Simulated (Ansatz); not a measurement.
**Rh under pressure: fit and missing row**

Rh, P6_3/mmc, a = 2.689 Å, c = 4.329 Å. This isn't the element's structure at ambient conditions. Ansatz: PBEsol, PAW, 420 eV, Γ-centred 18×18×10 mesh on 2 atoms, Gaussian smearing 0.10 eV; no spin polarisation. Cell and atoms are relaxed at each pressure, and no other structure is tried, so the rows at high pressure may lie past a change of phase.

```tsv
V (Å³/atom)	P (GPa)
?	89.99
11.965	49.97
12.621	24.99
13.056	11.99
13.375	3.97
13.507	0.98
13.551	0.00
13.599	-1.02
```

Take V0 = 13.551 Å³/atom, fit the third-order Birch–Murnaghan form to the other rows, and predict the missing volume.

With the Eulerian strain f = ½[(V0/V)^(2/3) − 1] and y = P/[3f(1 + 2f)^(5/2)], the form is the line y = B0 + 1.5 B0 (B0′ − 4) f. Rows (f, y): 0.04326, 312.9; 0.02427, 304.9; 0.01256, 299.1; 0.00438, 295.6; 0.00109, 298.1; -0.00118, 289.8. Means f = 0.01406, y = 300.07; Σ(Δf)² = 0.001453, ΣΔfΔy = 0.6507; the slope is their ratio. y = 293.8 + 447.8 f GPa, so B0 = 293.8 GPa and B0′ = 4 + 2 × (447.8)/(3 × 293.8) = 5.02. P = 89.99 GPa is met at f = 0.06747 (y = 324.01), so V = V0 (1 + 2f)^(−3/2) = 11.208 Å³/atom. The run gave 11.202 Å³/atom, so the fit is 0.006 Å³/atom too high, a small miss on the scale of the series. The form still works here, 78 % of the fitted range beyond its end.